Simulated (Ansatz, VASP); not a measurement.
# One calculation of SiO2, two programs

```
Si O
1.0
    -2.51375    2.51375    3.68946
     2.51375   -2.51375    3.68946
     2.51375    2.51375   -3.68946
Si O
2 4
Direct
  0.00000 0.00000 0.00000
  0.75000 0.25000 0.50000
  0.96689 0.62500 0.84189
  0.37500 0.21689 0.34189
  0.78311 0.12500 0.15811
  0.87500 0.03311 0.65811
```

Alike in both runs: functional PBE; k mesh 8 × 8 × 8; occupations gaussian, width 0.02 eV; no spin polarisation.

Ansatz relaxed the structure, and its values are those at the end. VASP's run is a single point on that final structure, the one shown.

```csv
,VASP,Ansatz
version,VASP 6.6.1,Ansatz 0.2.0
potentials or method,"VASP PAW PBE potentials, release 64 (Si, O)","scalar-relativistic, plane waves, PAW"
plane-wave cutoff (eV),520,420
valence electrons in the cell,32,32
```

|  | VASP | Ansatz | Ansatz less VASP |
| --- | --- | --- | --- |
| gap on the k mesh at the Fermi level (eV) | 5.73 | 5.73 | +0.001 |
| least direct gap on the mesh (eV) | 5.73 | 5.73 | +0.001 |
| pressure (GPa) | 0.1 | 0.0 | -0.09 |

The functional is the same, so the differences come from potentials, cutoffs and numerics.

A k mesh can miss the band edges.
